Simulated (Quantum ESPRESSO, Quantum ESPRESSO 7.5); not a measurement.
# Notes on computing the band gap of monoclinic HfO₂ with PBEsol

*A beginner's notebook, kept as written. Several of its settings and conclusions are unsound; a review follows at the end.*

## Starting point

The value to reproduce is the band gap of monoclinic hafnium dioxide, 5.54 eV, labelled as an indirect gap. I took it from "Temperature dependence of self-trapped exciton luminescence in nanostructured hafnia powder" (2021, arXiv:2112.02602). The paper is about nanostructured powder, but this number belongs to a single crystal and is quoted there from earlier optical work. The measurement temperature and the details of the method are not given with the value. For the calculation I use a diffraction structure of the monoclinic crystal from the Crystallography Open Database, with 12 atoms in the cell.

| compared with | measured | source's wording or label | method |
| --- | --- | --- | --- |
| gap (eV) | 5.54 | indirect gap | optical measurement quoted from earlier work |

Conditions are those given with the value in the passage it was taken from; "not stated" means there, and the paper may say more elsewhere. The values are a selection: others may have been left out beforehand as unlike or outlying.

## Choices

I want to get the gap of the perfect crystal from Quantum ESPRESSO and put it next to the 5.54 eV. The atoms stay where the database file has them. I will count anything within 0.2 eV as a success, because I would not trust myself to read an absorption edge much better than that. For the functional I start with PBEsol, since the name says it is meant for solids. I will begin with the lightest settings so that the answer comes quickly, and change things only if the number looks wrong.

System: HfO2 (hafnium dioxide), monoclinic; P2_1/c (No. 14), 12 atoms in the primitive cell; the database structure is a diffraction structure: a = 5.118 Å, b = 5.186 Å, c = 5.284 Å, β = 99.35°; structure from the Crystallography Open Database.

## 1. A first gap with one k-point

The k mesh can be set to 1x1x1, which is the least work. The levels are calculated along the path through the Brillouin zone afterwards anyway, so I do not see what a denser mesh would add for a gap. I expect something close to 5.5 eV.

**Run 1.** Quantum ESPRESSO 7.5: PBEsol, GBRV ultrasoft potentials, database cell, levels along the high-symmetry path, cutoff 45 Ry (density 360 Ry), 1x1x1 k mesh, Gaussian smearing 0.02 eV.

Key lines of the input:
```
! potential files: GBRV ultrasoft potentials, made for PBEsol
&control
  calculation = 'bands'
/
&system
  nat = 12
  ntyp = 2
  ecutwfc = 45
  ecutrho = 360
  nbnd = 54
  occupations = 'smearing'
  smearing = 'gaussian'
  degauss = 0.00147
/
&electrons
  conv_thr = 1.0d-8
  electron_maxstep = 100
  mixing_beta = 0.4
/
ATOMIC_SPECIES
  Hf 178.490 Hf.upf
  O 15.999 O.upf
[... cell and positions ...]
K_POINTS crystal
  101
  0.00000000 0.00000000 0.00000000 1
  ...
! the SCF step ahead of it had
! K_POINTS automatic   1 1 1 0 0 0
```

Command:
```
OMP_NUM_THREADS=1 mpirun -n 8 pw.x -nk 1 -in bands.in > bands.out
```

Selected lines of the output:
```
     number of k points=   101  Gaussian smearing, width (Ry)=  0.0015
```

Converged; 1.8 min on 8 cores of Arm Neoverse V1, shared host.

| quantity | run 1 | measured | deviation |
| --- | --- | --- | --- |
| gap (eV) | 3.953 | 5.54 | −1.587 |
| direct gap (eV) | 4.045 |  |  |

The gap comes out at 3.953 eV, which is 1.587 eV below the measured value and far outside my 0.2 eV. The smallest direct gap is 4.045 eV, a little larger, so the crystal is indirect in the calculation too. I take that as a sign that the run itself is fine and that some setting is pulling the number down.

## 2. A wider smearing

The output mentions a Gaussian smearing with a very small width. A real absorption edge is not that sharp, and I have read that Fermi-Dirac smearing is the kind that corresponds to a temperature. I will switch to it and use 1.2 eV, so that the calculation looks more like a measured spectrum. I am also going to a 4x4x4 mesh, because smearing is said to go together with k-points. I expect the gap to move up towards the experiment.

**Run 2.** Quantum ESPRESSO 7.5: PBEsol, GBRV ultrasoft potentials, database cell, levels along the high-symmetry path, cutoff 45 Ry (density 360 Ry), 4x4x4 k mesh, Fermi-Dirac smearing 1.2 eV.

Key lines of the input, as changed from run 1:
```diff
  &system
-   smearing = 'gaussian'
-   degauss = 0.00147
+   smearing = 'fd'
+   degauss = 0.08820
- ! K_POINTS automatic   1 1 1 0 0 0
+ ! K_POINTS automatic   4 4 4 0 0 0
```

Command:
```
OMP_NUM_THREADS=1 mpirun -n 8 pw.x -nk 8 -in bands.in > bands.out
```

Selected lines of the output:
```
     number of k points=   101  Fermi-Dirac smearing, width (Ry)=  0.0882
```

Converged; 2.1 min on the same hardware.

| quantity | run 2 | measured | deviation |
| --- | --- | --- | --- |
| gap (eV) | 4.438 | 5.54 | −1.102 |
| direct gap (eV) | 4.522 |  |  |

The gap has gone up by 0.485 eV to 4.438 eV, and the direct gap has moved up with it. I read this as the smearing doing what I had hoped, since the calculation now looks more like a warm, real crystal. It is still 1.102 eV short of the experiment, so smearing alone does not seem to be enough.

## 3. Switching on Hartree-Fock exchange

I have read that mixing in Hartree-Fock exchange opens up band gaps, and that the switch for it is `lhfcalc = .true.`. I will add that line to the `&system` block and leave PBEsol as it is. For this run I go back to the narrow Gaussian smearing, to see what the exchange does without the temperature, and keep the 4x4x4 mesh. I expect the missing electronvolt to be mostly recovered.

**Run 3.** Quantum ESPRESSO 7.5: PBEsol, GBRV ultrasoft potentials, database cell, levels along the high-symmetry path, cutoff 45 Ry (density 360 Ry), 4x4x4 k mesh, Gaussian smearing 0.02 eV; lhfcalc = .true. added to &system.

Key lines of the input, as changed from run 1:
```diff
  &control
-   calculation = 'bands'
+   calculation = 'scf'
+   tstress = .true.
  &system
+   lhfcalc = .true.
- K_POINTS crystal
-   101
-   0.00000000 0.00000000 0.00000000 1
-   ...
- ! the SCF step ahead of it had
- ! K_POINTS automatic   1 1 1 0 0 0
+ K_POINTS automatic
+   4 4 4 0 0 0
```

Command:
```
OMP_NUM_THREADS=1 mpirun -n 8 pw.x -nk 8 -in scf.in > scf.out
```

Selected lines of the output:
```
Error in routine  read_namelists (1):
      bad line in namelist &system: "  lhfcalc = .true." (error could be in the previous line)
```

Input refused; 0.5 s on the same hardware.

The program stopped at once and calls `lhfcalc = .true.` a bad line, so there is no gap from this attempt. The message says the error could also be in the previous line, but that line was accepted in the earlier runs. I conclude that Quantum ESPRESSO does not do Hartree-Fock exchange, and I am leaving that idea.

## 4. BLYP instead of Hartree-Fock exchange

Chemists in our department use B3LYP and say that it gives reasonable gaps. BLYP has nearly the same name, so I take it to be the version of it for this program. I will use it with the potential files made for PBE, on the 4x4x4 mesh and with the narrow smearing. I expect a gap above 5 eV.

**Run 4.** Quantum ESPRESSO 7.5: BLYP, GBRV ultrasoft potentials, database cell, levels along the high-symmetry path, cutoff 45 Ry (density 360 Ry), 4x4x4 k mesh, Gaussian smearing 0.02 eV; PBE files.

Key lines of the input, as changed from run 1:
```diff
- ! potential files: GBRV ultrasoft potentials, made for PBEsol
+ ! potential files: GBRV ultrasoft potentials, made for PBE
  &system
+   input_dft = 'blyp'
- ! K_POINTS automatic   1 1 1 0 0 0
+ ! K_POINTS automatic   4 4 4 0 0 0
```

Converged; 2.1 min on the same hardware.

| quantity | run 4 | measured | deviation |
| --- | --- | --- | --- |
| gap (eV) | 4.186 | 5.54 | −1.354 |
| direct gap (eV) | 4.272 |  |  |

BLYP gives 4.186 eV, which is 1.354 eV below the measured gap and nowhere near the 5 eV I had hoped for. It is also lower than the 4.438 eV from PBEsol with the wide smearing, so I rank BLYP as the worse functional for this oxide and put it aside.

## 5. PBEsol again with the narrow smearing

I am returning to PBEsol, which has given my best number so far. Before I settle on the wide smearing I would like to show how much it brings, so I will repeat the 4x4x4 calculation with the narrow Gaussian smearing of 0.02 eV. I expect the gap to fall back to about the 3.953 eV of my first run.

**Run 5.** Quantum ESPRESSO 7.5: PBEsol, GBRV ultrasoft potentials, database cell, levels along the high-symmetry path, cutoff 45 Ry (density 360 Ry), 4x4x4 k mesh, Gaussian smearing 0.02 eV.

Key lines of the input, as changed from run 1:
```diff
- ! K_POINTS automatic   1 1 1 0 0 0
+ ! K_POINTS automatic   4 4 4 0 0 0
```

Selected lines of the output:
```
     number of k points=   101  Gaussian smearing, width (Ry)=  0.0015
```

Converged; 2.1 min on the same hardware.

| quantity | run 5 | measured | deviation |
| --- | --- | --- | --- |
| gap (eV) | 4.055 | 5.54 | −1.485 |
| direct gap (eV) | 4.147 |  |  |

The gap is 4.055 eV, not the 3.953 eV I expected. The only difference from my first run is the k mesh, so the mesh does change the gap, by 0.102 eV, even though the levels are calculated along the same path. I had thought it would not matter.

The wide smearing therefore brought 0.383 eV and not the whole 0.485 eV I had credited to it. I also have to take back what I wrote about BLYP: with the same mesh and the same narrow smearing it gives 4.186 eV, which is higher than PBEsol. The wide smearing still gives the number closest to the experiment, so I am keeping it as my best setting.

## 6. Other potential files and a higher cutoff

More than an electronvolt is still missing, and the cutoff has been 45 Ry in every run above. The PseudoDojo files are used with 84 Ry instead of 45 Ry, and a higher cutoff is supposed to be more accurate, so I expect the gap to move clearly towards 5.54 eV. I keep PBEsol, the 4x4x4 mesh and the narrow smearing, so that I can compare with the run I have just made.

**Run 6.** Quantum ESPRESSO 7.5: PBEsol, PseudoDojo norm-conserving potentials, database cell, levels along the high-symmetry path, cutoff 84 Ry, 4x4x4 k mesh, Gaussian smearing 0.02 eV.

Key lines of the input, as changed from run 5:
```diff
- ! potential files: GBRV ultrasoft potentials, made for PBEsol
+ ! potential files: PseudoDojo norm-conserving potentials, made for PBEsol
  &system
-   ecutwfc = 45
-   ecutrho = 360
+   ecutwfc = 84
```

Selected lines of the output:
```
     kinetic-energy cutoff     =      84.0000  Ry
```

Converged; 4.8 min on the same hardware.

| quantity | run 6 | measured | deviation |
| --- | --- | --- | --- |
| gap (eV) | 4.056 | 5.54 | −1.484 |
| direct gap (eV) | 4.149 |  |  |

The gap is 4.056 eV, against 4.055 eV with the GBRV files at 45 Ry. I had expected a clear step towards the experiment, and the change is 0.001 eV. The direct gap moves by only 0.002 eV. So the new files and the higher cutoff do not bring back the missing part, and the result is still 1.484 eV below the measured gap. I had been treating the shortfall as a matter of finding the right setting, and for these two that was wrong. I do not know where the rest of the gap has gone.

## Table of results

| run | settings | gap (eV) | deviation | cost | status |
| --- | --- | --- | --- | --- | --- |
| 1 | PBEsol, GBRV ultrasoft potentials, cutoff 45 Ry (density 360 Ry), 1x1x1 k mesh, Gaussian smearing 0.02 eV | 3.953 | −1.587 | 15 core-min |  |
| 2 | PBEsol, GBRV ultrasoft potentials, cutoff 45 Ry (density 360 Ry), 4x4x4 k mesh, Fermi-Dirac smearing 1.2 eV | 4.438 | −1.102 | 17 core-min |  |
| 3 | PBEsol, GBRV ultrasoft potentials, cutoff 45 Ry (density 360 Ry), 4x4x4 k mesh, Gaussian smearing 0.02 eV, lhfcalc = .true. added to &system | – |  | under 1 core-min | input refused |
| 4 | BLYP, GBRV ultrasoft potentials, cutoff 45 Ry (density 360 Ry), 4x4x4 k mesh, Gaussian smearing 0.02 eV, PBE files | 4.186 | −1.354 | 16 core-min |  |
| 5 | PBEsol, GBRV ultrasoft potentials, cutoff 45 Ry (density 360 Ry), 4x4x4 k mesh, Gaussian smearing 0.02 eV | 4.055 | −1.485 | 17 core-min |  |
| 6 | PBEsol, PseudoDojo norm-conserving potentials, cutoff 84 Ry, 4x4x4 k mesh, Gaussian smearing 0.02 eV | 4.056 | −1.484 | 39 core-min |  |
|  | measured | 5.54 |  |  |  |

## Closing entry

I have not reproduced the measured gap. My closest number is 4.438 eV, from PBEsol with the Fermi-Dirac smearing of 1.2 eV, and it is still 1.102 eV below the 5.54 eV. My target was 0.2 eV. I would put 4.438 eV in our table for now, because it is nearest to the experiment and a real crystal is warm anyway. I admit that I cannot explain why the smearing should raise the gap.

With the narrow smearing, PBEsol stays at about 4.06 eV, whichever of the two sets of potential files I use. I did learn that the k mesh matters even when the levels are calculated along a path, so I will not start from a single k-point again. I also learned that a higher cutoff does not automatically bring the result closer to the measurement.

The Hartree-Fock attempt ended with the refused input line, and BLYP did not do what I had hoped B3LYP would do. I do not know what to change next, so I am leaving the work here, unfinished. Could we go through the input files together?

## Review

Further runs made for the review:

| reviewer's run | settings | gap (eV) | deviation | cost |
| --- | --- | --- | --- | --- |
| R1 | PBEsol, GBRV ultrasoft potentials, cutoff 45 Ry (density 360 Ry), 2x2x2 k mesh, Gaussian smearing 0.02 eV | 4.052 | −1.488 | 14 core-min |
| R2 | PBE, GBRV ultrasoft potentials, cutoff 45 Ry (density 360 Ry), 4x4x4 k mesh, Gaussian smearing 0.02 eV | 4.160 | −1.380 | 17 core-min |
| R3 | PBEsol, GBRV ultrasoft potentials, cutoff 29 Ry (density 232 Ry), 4x4x4 k mesh, Gaussian smearing 0.02 eV | 4.056 | −1.484 | 8.4 core-min |
| R4 | LDA, GBRV ultrasoft potentials, cutoff 45 Ry (density 360 Ry), 4x4x4 k mesh, Gaussian smearing 0.02 eV | 3.971 | −1.569 | 16 core-min |
|  | measured | 5.54 |  |  |

The opening chooses PBEsol for its name, but that functional was designed for the structures of solids, not their gaps. Semilocal functionals are well known to place wide gaps too low, often by an electronvolt or more, so 5.5 eV was never a fair expectation. Changing settings only when the number looks wrong also invites tuning towards the experiment.

Run 1 takes its density from a single k-point, and the levels along the path inherit that error. A 2x2x2 mesh gives 4.052 eV (R1) for 14 core-minutes, no more than run 1 cost, and agrees with the 4x4x4 result of run 5. An indirect gap was no evidence that the run was fine.

Run 2 changes mesh and smearing together. Smearing sets the occupation of the levels; it does not broaden a spectrum, and an insulator needs hardly any. A Fermi-Dirac width of 1.2 eV means an electronic temperature above roughly ten thousand kelvin, not a warm crystal. It moves electrons across the gap, and the altered charge density shifts the levels, which is the likely source of the rise the beginner could not account for; runs 2 and 5 show that the smearing is responsible, not how it acts. Its closeness to experiment is chance. The narrow smearing of run 5 costs the same.

In run 3 the refused keyword belongs to another program. Quantum ESPRESSO does offer Hartree-Fock exchange, through hybrid functionals chosen with `input_dft`, so the conclusion drawn is false. The input shown is that of the SCF step that comes ahead of the path, where the run stopped. A hybrid was the right idea, though it would have cost many times more than these runs.

BLYP in run 4 is not B3LYP: it lacks the exact exchange on which the hope rested. Its 4.186 eV is close to the 4.160 eV of PBE (R2), another semilocal functional. The run also used potentials made for PBE under BLYP; the mismatch of the frozen cores can move the result, so small differences from the other functionals should not be read closely. Ranking it below PBEsol on the strength of run 2 was wrong, as the beginner later saw.

Run 5 is a good control, and it rightly separates the effects of mesh and smearing. Keeping the wide smearing afterwards, because it lands nearest the experiment, undoes that good work.

Run 6 changes potentials and cutoff together, and cutoffs of different potential families are not comparable as measures of accuracy. A higher cutoff approaches the functional's own answer, not the measurement. With the GBRV files, 29 Ry already gives 4.056 eV (R3) for 8.4 core-minutes, against 39 for run 6. The beginner rightly concludes that neither change recovers the missing gap.

The table should therefore carry 4.06 eV, labelled PBEsol, and not 4.438 eV. The 0.2 eV target reflects a guess about reading an absorption edge, not the accuracy of the functional; every run misses it by a wide margin, and no semilocal setting could be expected to meet it.

Sound PBEsol runs fall about 1.48 eV short of the measurement; PBE (R2) and LDA (R4, 3.971 eV) miss similarly. The main cause is most likely the well-known semilocal gap error, which these runs fit but do not prove. The measured value is second-hand and its temperature is not given, but excitons, defect tails and warmth would usually lower an optical edge, so they do not explain the shortfall. Hybrid functionals and GW are known to open the gap of such oxides by an amount of the order of the shortfall; such a run is not shown in this report, nor is the effect of spin-orbit coupling on the hafnium levels.

[Logs are printed without paths, hosts, clocks, repeated set-up lines and the standing remarks that a program may print on its own settings, such as how far it seeks lower states.]

[The runs shown are a pick from a larger set of finished runs; failed, doubtful and other runs were left out of it ahead of writing. So were measured values far from every level or from commonly accepted values, and agreement can look better than it is. Lines of input and output are excerpts and may be shortened.]
